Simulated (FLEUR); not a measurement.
# RbBr (Fm-3m) in FLEUR: single point with HSE06

Aim: the single point of RbBr with HSE06.

All numbers are computed with FLEUR MaX-R8.1 (patched build s14); they aren't measurements. Logs are shortened: lines on timing, memory, paths and dates and some standing lists are left out, and cuts for length are marked.

## Step 1: The structure

It takes space group Fm-3m (No. 225, cubic). Conventional cell: a = 6.854 Å, b = 6.854 Å, c = 6.854 Å, α = 90.00°, β = 90.00°, γ = 90.00°. Around Rb (site symmetry m-3m) lie 6 Br at 3.43 Å. Around Br (site symmetry m-3m) lie 6 Rb at 3.43 Å.

## Step 2: Single point, HSE06

File inp.xml:

```xml
<?xml version="1.0" encoding="UTF-8" standalone="no"?>
<fleurInput fleurInputVersion="0.39">
   <comment>
      RbBr                                                                                                
   </comment>
   <calculationSetup>
      <cutoffs Kmax="4.1" Gmax="12.7" GmaxXC="12.7" numbands="41"/>
      <scfLoop itmax="30" minDistance="0.0001" maxIterBroyd="15" imix="Anderson" alpha="0.05" precondParam="0.0" spinf="2.0"/>
      <coreElectrons ctail="T" frcor="F" kcrel="0" coretail_lmax="0"/>
      <xcFunctional name="hse" relativisticCorrections="F"/>
      <magnetism jspins="1"/>
      <prodBasis gcutm="3.0" bands="37" tolerance="0.0001" lexp="16" ewaldlambda="3"/>
      <soc l_soc="F" theta="0.0" phi="0.0" spav="F"/>
      <expertModes spex="0" secvar="F"/>
      <geometryOptimization l_f="F" forcealpha="1.0" forcemix="BFGS" epsdisp="0.00001" epsforce="0.00001"/>
      <ldaU l_linMix="F" mixParam="0.05" spinf="1.0"/>
   </calculationSetup>
   <cell>
      <bzIntegration valenceElectrons="26.0" mode="hist" fermiSmearingEnergy="0.00183747">
         <kPointListSelection listName="default-1"/>
         <!-- k-points included here -->
         <xi:include xmlns:xi="http://www.w3.org/2001/XInclude" href="kpts.xml"> </xi:include>
      </bzIntegration>
      <!-- symmetry operations included here -->
      <xi:include xmlns:xi="http://www.w3.org/2001/XInclude" href="sym.xml"> </xi:include>
      <bulkLattice scale="1.0">
         <bravaisMatrix>
            <row-1>    0.0000000000000000     6.4760914290041995     6.4760914290041995</row-1>
            <row-2>    6.4760914290041995     0.0000000000000000     6.4760914290041995</row-2>
            <row-3>    6.4760914290041995     6.4760914290041995     0.0000000000000000</row-3>
         </bravaisMatrix>
      </bulkLattice>
   </cell>
   <atomSpecies>
      <species name="Rubidium (Rb)" element="Rb" atomicNumber="37">
         <mtSphere radius="2.66" gridPoints="879" logIncrement="0.014"/>
         <atomicCutoffs lmax="10" lnonsphr="10"/>
         <electronConfig flipSpins="F">
            <coreConfig>(1s1/2) (2s1/2) (2p1/2) (2p3/2) (3s1/2) (3p1/2) (3p3/2) (3d3/2) (3d5/2)</coreConfig>
            <valenceConfig>(4s1/2) (4p1/2) (4p3/2) (5s1/2)</valenceConfig>
            <stateOccupation state="(5s1/2)" spinUp="0.500000" spinDown="0.500000"/>
         </electronConfig>
         <energyParameters s="5" p="4" d="4" f="4"/>
         <prodBasis lcutm="4" lcutwf="10" select="4 0 4 2"/>
         <lo type="SCLO" l="0" n="4" eDeriv="0"/>
         <lo type="HELO" l="1" n="5" eDeriv="0"/>
         <lo type="HELO" l="1" n="5" eDeriv="1"/>
         <lo type="SCLO" l="2" n="4" eDeriv="2"/>
         <lo type="SCLO" l="3" n="4" eDeriv="2"/>
      </species>
      <species name="Bromine (Br)" element="Br" atomicNumber="35">
         <mtSphere radius="2.66" gridPoints="879" logIncrement="0.014"/>
         <atomicCutoffs lmax="10" lnonsphr="10"/>
         <electronConfig flipSpins="F">
            <coreConfig>(1s1/2) (2s1/2) (2p1/2) (2p3/2) (3s1/2) (3p1/2) (3p3/2)</coreConfig>
            <valenceConfig>(3d3/2) (3d5/2) (4s1/2) (4p1/2) (4p3/2)</valenceConfig>
            <stateOccupation state="(4p1/2)" spinUp="0.833333" spinDown="0.833333"/>
            <stateOccupation state="(4p3/2)" spinUp="1.666667" spinDown="1.666667"/>
         </electronConfig>
         <energyParameters s="4" p="4" d="4" f="4"/>
         <prodBasis lcutm="4" lcutwf="10" select="4 0 4 2"/>
         <lo type="SCLO" l="2" n="3" eDeriv="0"/>
         <lo type="SCLO" l="2" n="3" eDeriv="1"/>
         <lo type="SCLO" l="0" n="4" eDeriv="2"/>
         <lo type="SCLO" l="1" n="4" eDeriv="2"/>
         <lo type="SCLO" l="3" n="4" eDeriv="2"/>
      </species>
   </atomSpecies>
   <atomGroups>
      <atomGroup species="Rubidium (Rb)">
         <relPos label="                   1">.0000000000 .0000000000 .0000000000</relPos>
         <force calculate="T" relaxXYZ="TTT"/>
      </atomGroup>
      <atomGroup species="Bromine (Br)">
         <relPos label="                   2">1.000/2.000 1.000/2.000 1.000/2.000</relPos>
         <force calculate="T" relaxXYZ="TTT"/>
      </atomGroup>
   </atomGroups>
   <output dos="F" band="F" slice="F">
      <checks vchk="F" cdinf="F"/>
      <bandDOS minEnergy="-.5*Htr" maxEnergy="0.5*Htr" sigma="0.015" storeEVData="T"/>
      <vacuumDOS vacdos="F" integ="F" star="F" nstars="0" locx1="0.0" locy1="0.0" locx2="0.0" locy2="0.0" nstm="0" tworkf="0.0"/>
      <unfoldingBand unfoldBand="F" supercellX="1" supercellY="1" supercellZ="1"/>
      <plotting iplot="0" polar="F">
         <plot TwoD="T" vec1="  1.0  0.0  0.0" vec2="  0.0  1.0  0.0" vec3="  0.0  0.0  1.0" zero="  0.0  0.0  0.0" file="plot"/>
      </plotting>
      <chargeDensitySlicing numkpt="0" minEigenval="0.0" maxEigenval="0.0" nnne="0" pallst="F"/>
      <specialOutput eonly="F"/>
      <magneticCircularDichroism mcd="F" energyLo="-10.0" energyUp="0.0"/>
   </output>
  <!-- We include the file relax.xml here to enable relaxations (see documentation) -->
  <xi:include xmlns:xi="http://www.w3.org/2001/XInclude" href="relax.xml"> <xi:fallback/> </xi:include>
</fleurInput>
```

File crystal.txt:

```
RbBr
&input cartesian=F /
0.0000000000  3.4270000000  3.4270000000
3.4270000000  0.0000000000  3.4270000000
3.4270000000  3.4270000000  0.0000000000
1.8897261246
1.0 1.0 1.0

2
37 0.0000000000  0.0000000000  0.0000000000
35 0.5000000000  0.5000000000  0.5000000000

&kpt div1=4 div2=4 div3=4 gamma=T /
```

Potentials or basis: all-electron, FLAPW.

Started as:

```sh
$ inpgen -f crystal.txt -profile fastHighL; OMP_NUM_THREADS=2 fleur -warn_only
```

What it wrote:

```text
Welcome to FLEUR        (www.flapw.de)
      MaX-Release 8.1          (www.max-centre.eu)
************FLEUR-Warning*****************
Error message: Hybrid calculations should always use HDF5
*****************************************
 bands (prodBasis in inp.xml) is read and not used: the non-local exchange is built in the LAPW basis itself, without a cut in the bands.

 ========== k-point set info ==========
 Selected k-point list: default-1
 k-point list type: mesh
 4 x 4 x 4
 Number of k points: 8

 ------------Calculation Setup---------------------------
 Number of OMP-threads    :            2
 Number of basis functions:          718
 Approximate size of matrices (H+S) per k-point:         0.008 GB
 --------------------------------------------------------
 Iteration:           1  Distance:   3.1373798843571143       hyb distance:  -1.0000000000000000
 Iteration:           2  Distance:   2.8100635049078582       hyb distance:   3.1373798843571143
 Iteration:           3  Distance:   1.3624512766329764       hyb distance:   2.8100635049078582
 Iteration:           4  Distance:  0.68514465124071799       hyb distance:   1.3624512766329764
 Iteration:           5  Distance:  0.62589012493165674       hyb distance:  0.68514465124071799
 Iteration:           6  Distance:  0.11703344550118089       hyb distance:  0.62589012493165674
 Iteration:           7  Distance:   7.4622297664286352E-002  hyb distance:  0.11703344550118089
 Iteration:           8  Distance:   1.1192016916232277E-002  hyb distance:   7.4622297664286352E-002
 Iteration:           9  Distance:   7.5209919783428784E-003  hyb distance:   1.1192016916232277E-002
 Iteration:          10  Distance:   4.8995293234239644E-003  hyb distance:   7.5209919783428784E-003
 Iteration:          11  Distance:   3.9040252746312405E-004  hyb distance:   4.8995293234239644E-003
 Iteration:          12  Distance:   3.8628052855251238E-004  hyb distance:   3.9040252746312405E-004
 Iteration:          13  Distance:   9.2486766661287157E-005  hyb distance:   3.8628052855251238E-004
 iterHF =    1
 start of coulomb calculation
 coulomb pw-loop nk: (1/8)
 coulomb pw-loop nk: (2/8)
 coulomb pw-loop nk: (3/8)
 coulomb pw-loop nk: (4/8)
 coulomb pw-loop nk: (5/8)
 coulomb pw-loop nk: (6/8)
 coulomb pw-loop nk: (7/8)
 coulomb pw-loop nk: (8/8)
 kpoint=            1
 calculate new HF matrix
 exchange_valence_hf
 Divergence:   3.8253704039488192
 core exchange calculation
 Screening parameter:   0.11000000000000000
 kpoint=            2
 exchange_valence_hf
 core exchange calculation
 Screening parameter:   0.11000000000000000
 kpoint=            3
 exchange_valence_hf
 core exchange calculation
 Screening parameter:   0.11000000000000000
 kpoint=            4
 exchange_valence_hf
 core exchange calculation
 Screening parameter:   0.11000000000000000
 kpoint=            5
 exchange_valence_hf
 core exchange calculation
 Screening parameter:   0.11000000000000000
 kpoint=            6
 exchange_valence_hf
 core exchange calculation
 Screening parameter:   0.11000000000000000
 kpoint=            7
 exchange_valence_hf
 core exchange calculation
 Screening parameter:   0.11000000000000000
 kpoint=            8
 exchange_valence_hf
 core exchange calculation
 Screening parameter:   0.11000000000000000
 Reset of history
 Iteration:           0  Distance:   1.0145206865942313       hyb distance:   9.2486766661287157E-005
 Iteration:           1  Distance:  0.92592640533134751       hyb distance:   1.0145206865942313
 Iteration:           2  Distance:  0.29036001279424822       hyb distance:  0.92592640533134751
 Iteration:           3  Distance:   3.4125229733046832E-002  hyb distance:  0.29036001279424822
 Iteration:           4  Distance:   3.9609974844949332E-002  hyb distance:   3.4125229733046832E-002
 Iteration:           5  Distance:   8.5585420877787727E-003  hyb distance:   3.9609974844949332E-002
 Iteration:           6  Distance:   2.2327269787559031E-003  hyb distance:   8.5585420877787727E-003
 Iteration:           7  Distance:   1.8793865812282305E-003  hyb distance:   2.2327269787559031E-003
 Iteration:           8  Distance:   1.3547665756865249E-004  hyb distance:   1.8793865812282305E-003
 Iteration:           9  Distance:   1.9758150343516533E-005  hyb distance:   1.3547665756865249E-004
 Iteration:          10  Distance:  0.22712607078681024       hyb distance:   1.9758150343516533E-005
 iterHF =    2
 start of coulomb calculation
 coulomb pw-loop nk: (1/8)
 coulomb pw-loop nk: (2/8)
 coulomb pw-loop nk: (3/8)
 coulomb pw-loop nk: (4/8)
 coulomb pw-loop nk: (5/8)
 coulomb pw-loop nk: (6/8)
 coulomb pw-loop nk: (7/8)
 coulomb pw-loop nk: (8/8)
 kpoint=            1
 calculate new HF matrix
 exchange_valence_hf
 core exchange calculation
 Screening parameter:   0.11000000000000000
 kpoint=            2
 exchange_valence_hf
 core exchange calculation
 Screening parameter:   0.11000000000000000
 kpoint=            3
 exchange_valence_hf
 core exchange calculation
 Screening parameter:   0.11000000000000000
 kpoint=            4
 exchange_valence_hf
 core exchange calculation
 Screening parameter:   0.11000000000000000
 kpoint=            5
 exchange_valence_hf
 core exchange calculation
 Screening parameter:   0.11000000000000000
 kpoint=            6
 exchange_valence_hf
 core exchange calculation
 Screening parameter:   0.11000000000000000
 kpoint=            7
 exchange_valence_hf
 core exchange calculation
 Screening parameter:   0.11000000000000000
 kpoint=            8
[... 152 lines left out ...]
 core exchange calculation
 Screening parameter:   0.11000000000000000
 kpoint=            8
 exchange_valence_hf
 core exchange calculation
 Screening parameter:   0.11000000000000000
 Reset of history
 Iteration:           0  Distance:   1.3176260306383247E-003  hyb distance:   8.8785578849630124E-004
 Iteration:           1  Distance:   1.2248596246162489E-003  hyb distance:   1.3176260306383247E-003
 Iteration:           2  Distance:   3.2557370777377373E-004  hyb distance:   1.2248596246162489E-003
 Iteration:           3  Distance:   3.7582904331019358E-005  hyb distance:   3.2557370777377373E-004
 Iteration:           4  Distance:   6.7217744968822271E-005  hyb distance:   3.7582904331019358E-005
 iterHF =    6
 start of coulomb calculation
 coulomb pw-loop nk: (1/8)
 coulomb pw-loop nk: (2/8)
 coulomb pw-loop nk: (3/8)
 coulomb pw-loop nk: (4/8)
 coulomb pw-loop nk: (5/8)
 coulomb pw-loop nk: (6/8)
 coulomb pw-loop nk: (7/8)
 coulomb pw-loop nk: (8/8)
 kpoint=            1
 calculate new HF matrix
 exchange_valence_hf
 core exchange calculation
 Screening parameter:   0.11000000000000000
 kpoint=            2
 exchange_valence_hf
 core exchange calculation
 Screening parameter:   0.11000000000000000
 kpoint=            3
 exchange_valence_hf
 core exchange calculation
 Screening parameter:   0.11000000000000000
 kpoint=            4
 exchange_valence_hf
 core exchange calculation
 Screening parameter:   0.11000000000000000
 kpoint=            5
 exchange_valence_hf
 core exchange calculation
 Screening parameter:   0.11000000000000000
 kpoint=            6
 exchange_valence_hf
 core exchange calculation
 Screening parameter:   0.11000000000000000
 kpoint=            7
 exchange_valence_hf
 core exchange calculation
 Screening parameter:   0.11000000000000000
 kpoint=            8
 exchange_valence_hf
 core exchange calculation
 Screening parameter:   0.11000000000000000
 Reset of history
 Iteration:           0  Distance:   7.6071968814007760E-006  hyb distance:   6.7217744968822271E-005

 ********************************************************************
 Run finished successfully
 Stop message:
   all done
 ********************************************************************
```

Run time: 18 min. Hardware: 2 threads of AMD EPYC 7R13 (Zen 3), shared host; peak memory 0.29 GiB.

Results:

| Item | Value |
| --- | --- |
| Free energy | -152067.0705 eV |
| Band gap on the k mesh | 5.52 eV, direct |
| Valence electrons inside the program's atomic spheres | Rb 7.49; Br 16.18 (radii Rb 2.66, Br 2.66 bohr) |

Core levels (eV from the Fermi level):
```tsv
atom	levels
1 Rb	1s1/2 -15019.7, 2s1/2 -1998.8, 2p1/2 -1812.1, 2p3/2 -1751.3, 3s1/2 -289.5, 3p1/2 -222.6, 3p3/2 -213.5, 3d3/2 -96.5, 3d5/2 -94.9
2 Br	1s1/2 -13303.5, 2s1/2 -1722.3, 2p1/2 -1549.9, 2p3/2 -1502.4, 3s1/2 -228.1, 3p1/2 -168.2, 3p3/2 -161.4
```

Caveat: core states are solved in the semilocal potential.
